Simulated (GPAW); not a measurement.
# Rh (Fm-3m) in GPAW: single point with PBE

Aim: the single point of Rh with PBE.

Program: GPAW 26.7.0. These are calculated values, not measurements. Logs are shortened: lines on timing, memory, paths and dates and some standing lists are left out, and cuts for length are marked. The log counts tension as positive stress, the text compression.

**1. The structure**

It takes space group Fm-3m (No. 225, cubic). Conventional cell: a = 3.796 Å, b = 3.796 Å, c = 3.796 Å, α = 90.00°, β = 90.00°, γ = 90.00°. Rh (site symmetry m-3m) has 12 Rh at 2.68 Å as nearest neighbours.

**2. Single point, PBE**

Contents of run.py:

```python
from ase.dft.bandgap import bandgap
from ase.io import read, write
from ase.units import GPa
from gpaw import GPAW, PW

atoms = read('POSCAR')

calc = GPAW(mode=PW(400),
            xc='PBE',
            kpts={'size': (10, 10, 10), 'gamma': True},
            occupations={'name': 'fermi-dirac', 'width': 0.05},
            nbands=16,
            maxiter=120,
            txt='gpaw.txt')
atoms.calc = calc
energy = atoms.get_potential_energy()
forces = atoms.get_forces()
stress = atoms.get_stress()
calc.write('gs.gpw')
write('result.traj', atoms)
print(f'Energy: {energy:.6f} eV')
print('Forces (eV/A):')
print(forces.round(4))
print('Stress (GPa):', (stress / GPa).round(3))
print('Fermi level:', round(calc.get_fermi_level(), 4), 'eV')
print(f'Gap: {bandgap(calc)[0]:.4f} eV, direct: {bandgap(calc, direct=True)[0]:.4f} eV')
```

Contents of POSCAR:

```
Rh
1.0
    0.0000000000      1.8978500000      1.8978500000
    1.8978500000      0.0000000000      1.8978500000
    1.8978500000      1.8978500000      0.0000000000
Rh
1
Direct
    0.0000000000      0.0000000000      0.0000000000
```

Potentials or basis: GPAW PAW data sets (gpaw-data 1.2.1), pw.

Started as:

```sh
> OMP_NUM_THREADS=1 python run.py
```

gpaw.txt:

```text
__  _  _
 | _ |_)|_||  |
 |__||  | ||/\| - 26.7.0

Input parameters:
  mode=PW(ecut=400.0),
  kpts=MonkhorstPack(size=(10, 10, 10), gamma=True),
  maxiter=120,
  nbands=16,
  occupations=Occupations(name='fermi-dirac', width=0.05),
  xc=XC(name='PBE')

Diagonalizing LCAO Hamiltonian
Converting LCAO to pw mode

       Rh

Atoms  # Å, Bohr magnetons
|   | symbol |        x |        y |        z |    initial magnetic moments |
|---|--------|----------|----------|----------|-----------------------------|
| 0 |     Rh | 0.000000 | 0.000000 | 0.000000 | ( 0.0000,  0.0000,  0.0000) |

Unit cell  # Å
| periodic |        x |        y |        z |  lengths |    angles |
|----------|----------|----------|----------|----------|-----------|
|      yes | 0.000000 | 1.897850 | 1.897850 | 2.683965 | 60.000000 |
|      yes | 1.897850 | 0.000000 | 1.897850 | 2.683965 | 60.000000 |
|      yes | 1.897850 | 1.897850 | 0.000000 | 2.683965 | 60.000000 |

Number of symmetries: 48
Symmetry operations  # r_c * U_cc + t_c -> r_c
|    | kind |            matrix            |
|----|------|------------------------------|
|  0 |  σ   |  1, 0, 0,  1, 0,-1,  1,-1, 0 |
|  1 |  C2  |  1, 0, 0,  1,-1, 0,  1, 0,-1 |
|  2 |  E   |  1, 0, 0,  0, 1, 0,  0, 0, 1 |
|  3 |  σ   |  1, 0, 0,  0, 0, 1,  0, 1, 0 |
|  4 |  C4  |  1, 0,-1,  1, 0, 0,  1,-1, 0 |
|  5 |  S6  |  1, 0,-1,  1,-1, 0,  1, 0, 0 |
|  6 |  σ   |  1, 0,-1,  0, 1,-1,  0, 0,-1 |
|  7 |  C3  |  1, 0,-1,  0, 0,-1,  0, 1,-1 |
|  8 |  S6  |  1,-1, 0,  1, 0, 0,  1, 0,-1 |
|  9 |  C4  |  1,-1, 0,  1, 0,-1,  1, 0, 0 |
| 10 |  C3  |  1,-1, 0,  0,-1, 1,  0,-1, 0 |
| 11 |  σ   |  1,-1, 0,  0,-1, 0,  0,-1, 1 |
| 12 |  σ   |  0, 1, 0,  1, 0, 0,  0, 0, 1 |
| 13 |  C4  |  0, 1, 0,  0, 1,-1, -1, 1, 0 |
| 14 |  C3  |  0, 1, 0,  0, 0, 1,  1, 0, 0 |
| 15 |  S6  |  0, 1, 0, -1, 1, 0,  0, 1,-1 |
| 16 |  C2  |  0, 1,-1,  1, 0,-1,  0, 0,-1 |
| 17 |  σ   |  0, 1,-1,  0, 1, 0, -1, 1, 0 |
| 18 |  S4  |  0, 1,-1,  0, 0,-1,  1, 0,-1 |
| 19 |  C4  |  0, 1,-1, -1, 1, 0,  0, 1, 0 |
| 20 |  C3  |  0, 0, 1,  1, 0, 0,  0, 1, 0 |
| 21 |  σ   |  0, 0, 1,  0, 1, 0,  1, 0, 0 |
| 22 |  S6  |  0, 0, 1,  0,-1, 1, -1, 0, 1 |
| 23 |  C4  |  0, 0, 1, -1, 0, 1,  0,-1, 1 |
| 24 |  S4  |  0, 0,-1,  1, 0,-1,  0, 1,-1 |
| 25 |  C3  |  0, 0,-1,  0, 1,-1,  1, 0,-1 |
| 26 |  C2  |  0, 0,-1,  0,-1, 0, -1, 0, 0 |
| 27 |  S6  |  0, 0,-1, -1, 0, 0,  0,-1, 0 |
| 28 |  S4  |  0,-1, 1,  1,-1, 0,  0,-1, 0 |
| 29 |  C4  |  0,-1, 1,  0, 0, 1, -1, 0, 1 |
| 30 |  C2  |  0,-1, 1,  0,-1, 0,  1,-1, 0 |
| 31 |  σ   |  0,-1, 1, -1, 0, 1,  0, 0, 1 |
| 32 |  C3  |  0,-1, 0,  1,-1, 0,  0,-1, 1 |
| 33 |  S6  |  0,-1, 0,  0, 0,-1, -1, 0, 0 |
| 34 |  S4  |  0,-1, 0,  0,-1, 1,  1,-1, 0 |
| 35 |  C2  |  0,-1, 0, -1, 0, 0,  0, 0,-1 |
| 36 |  C2  | -1, 1, 0,  0, 1, 0,  0, 1,-1 |
| 37 |  S6  | -1, 1, 0,  0, 1,-1,  0, 1, 0 |
| 38 |  S4  | -1, 1, 0, -1, 0, 1, -1, 0, 0 |
| 39 |  C3  | -1, 1, 0, -1, 0, 0, -1, 0, 1 |
| 40 |  S6  | -1, 0, 1,  0, 0, 1,  0,-1, 1 |
| 41 |  C2  | -1, 0, 1,  0,-1, 1,  0, 0, 1 |
| 42 |  C3  | -1, 0, 1, -1, 1, 0, -1, 0, 0 |
| 43 |  S4  | -1, 0, 1, -1, 0, 0, -1, 1, 0 |
| 44 |  C2  | -1, 0, 0,  0, 0,-1,  0,-1, 0 |
| 45 |  i   | -1, 0, 0,  0,-1, 0,  0, 0,-1 |
| 46 |  σ   | -1, 0, 0, -1, 1, 0, -1, 0, 1 |
| 47 |  C2  | -1, 0, 0, -1, 0, 1, -1, 1, 0 |

BZ-sampling:
  Number of BZ points: 1000
  Number of IBZ points: 47

  Monkhorst-Pack size: [10, 10, 10]
  Monkhorst-Pack shift: [0.05, 0.05, 0.05]

K-points  # in reciprocal-cell coordinates
|     |                                coordinates |     weight |
|-----|--------------------------------------------|------------|
|   0 | (  0.00000000,   0.00000000,   0.00000000) | 0.00100000 |
|   1 | (  0.10000000,   0.10000000,   0.00000000) | 0.00600000 |
|   2 | (  0.10000000,   0.10000000,   0.10000000) | 0.00800000 |
|   3 | (  0.20000000,   0.10000000,   0.10000000) | 0.01200000 |
|   4 | (  0.20000000,   0.20000000,   0.00000000) | 0.00600000 |
|   5 | (  0.20000000,   0.20000000,   0.10000000) | 0.02400000 |
|   6 | (  0.20000000,   0.20000000,   0.20000000) | 0.00800000 |
|   7 | (  0.30000000,   0.20000000,   0.10000000) | 0.02400000 |
|   8 | (  0.30000000,   0.20000000,   0.20000000) | 0.02400000 |
|   9 | (  0.30000000,   0.30000000,   0.00000000) | 0.00600000 |
| ... |                                            |            |
|  46 | (  0.50000000,   0.50000000,   0.50000000) | 0.00400000 |

Plane wave coefficients: 262
Cutoff: 400.0 eV

Spin-components: 1 (collinear spins)
Bands:           16
Projectors:      6
Spin-degeneracy: 2
Datatype:        complex128

Parallelization:
  kpt:    1
  domain: 1
  band:   1

Density:
  Valence electrons: 15.0
  Components: 1
  Grid points: [14 14 14]
  Charge: 0.0  # |e|

Potential:
  Grid points: [14 14 14]

species:
  Rh:
    name:    Rhodium
    Z:       45.0
    valence: 15
    core:    30
    charge:  0.0  # [|e|]
    compensation charges:
      type: gauss
      rc: 0.38  # [Å]
      lmax: 2
    cutoffs:
      filter: 2.48  # [Å]
      core: 2.35  # [Å]
    projectors
    | kind |    occ | energy [eV] | rcut [Å] |
    |------|--------|-------------|----------|
    |   5s |  1.000 |      -4.297 |    1.270 |
    |   4p |  6.000 |     -50.429 |    1.381 |
    |   5p |  0.000 |      -0.852 |    1.381 |
    |   4d |  8.000 |      -5.942 |    1.244 |
    |    s |        |      22.915 |    1.270 |
    |    d |        |      21.270 |    1.244 |

    Using partial waves for Rh as LCAO basis

Reference energy: -130134.647000  # eV

eigensolver:
  PPCG
  Converge bands: occupied
  niter=2

density mixing:
  MSR1-Mixer
  Pratt-step length: 0.05
  Maximum mixing coefficient: 0.75
  Old densities: 10
  SVD Regularization: 0.005
  Good broyden scale: 1.0
  Trust region scale: 1.0
  Backstep threshold: 4.0
  History deletion threshold: 6.0
  Fourier metric: weight=20.0, sigma=0.015

occupation numbers:
  Fermi-Dirac:
    width: 0.0500  # eV

poisson solver:
  ecut: 3200.0  # eV

xc functional:
  name: PBE with 2 nearest neighbor stencil

convergence criteria:
- Maximum [total energy] change in last 3 cyles: 0.0005 eV / valence electron
- Maximum integral of absolute [dens]ity change: 0.0001 electrons / valence electron
- Maximum integral of absolute [eigenst]ate change: 4e-08 eV^2 / valence electron
maximum number of iterations: 120

SCF iterations
|iter     | |      energy | eigst |  dens |
|---------|-|-------------|-------|-------|
|iter:   1| |   -7.879076 | -0.24 |       |
|iter:   2| |   -7.747539 | -2.87 | -1.10 |
|iter:   3| |   -7.281646 | -2.17 | -1.15 |
|iter:   4| |   -7.277201 | -3.69 | -2.29 |
|iter:   5| |   -7.275590c| -3.64 | -2.50 |
|iter:   6| |   -7.275576c| -6.46 | -3.58 |
|iter:   7| |   -7.275576c| -6.75 | -3.81 |
|iter:   8| |   -7.275576c| -7.55c| -4.95c|

Converged in 8 steps
Energy contributions relative to reference atoms: (reference = -130134.647000)

Energy contributions:
  Kinetic:          -1.978516
  Coulomb:          -0.349106
  Zero:             -0.020303
  External:          0.000000
  Xc:               -4.921431
  Entropy:          -0.012438
  Spinorbit:         0.000000
  ----------------------------
  Free energy:      -7.281795
  Extrapolated:     -7.275576

dipole moment: (-11.477614, -11.477614, -11.477614)  # |e|*Ang

Fermi level: 11.970
Eigenvalues  # (at kpt = [0.000, 0.000, 0.000])
| band index |      eig [eV] | occ [0-2] |
|------------|---------------|-----------|
|          0 |       -34.454 |     2.000 |
|          1 |       -34.454 |     2.000 |
|          2 |       -34.454 |     2.000 |
|          3 |         3.955 |     2.000 |
|          4 |         8.838 |     2.000 |
|          5 |         8.838 |     2.000 |
[... 8 lines left out ...]
|         14 |        44.117 |     0.000 |
|         15 |        44.117 |     0.000 |

No gap
No difference between direct/indirect transitions

Forces  # eV/Ang
|        x |       y |        z |
|----------|---------|----------|
| -0.00000 | 0.00000 | -0.00000 |  # Rh   0

Stress tensor  # eV/Ang^3
|         x |         y |         z |
|-----------|-----------|-----------|
| -0.041184 |  0.000000 |  0.000000 |
|  0.000000 | -0.041184 |  0.000000 |
|  0.000000 |  0.000000 | -0.041184 |

# Writing to gs.gpw (mode='')
```

stdout:

```text
Energy: -7.275576 eV
Forces (eV/A):
[[-0.  0. -0.]]
Stress (GPa): [-6.598 -6.598 -6.598  0.     0.     0.   ]
Fermi level: 11.9697 eV
Gap: 0.0000 eV, direct: 0.0000 eV
```

Wall time 7.1 s (1 thread of Arm Neoverse V1, shared host); peak memory 0.12 GiB.

These settings aren't checked as converged: the numbers below hold their error.

Results:

```yaml
Free_energy: -7.2818 eV
Pressure: 6.6 GPa
Band_gap_on_the_k_mesh: none (metal or under the smearing width)
```

Caveat: the cutoff is short for stress and forces, so pressures can be off by a GPa or more.
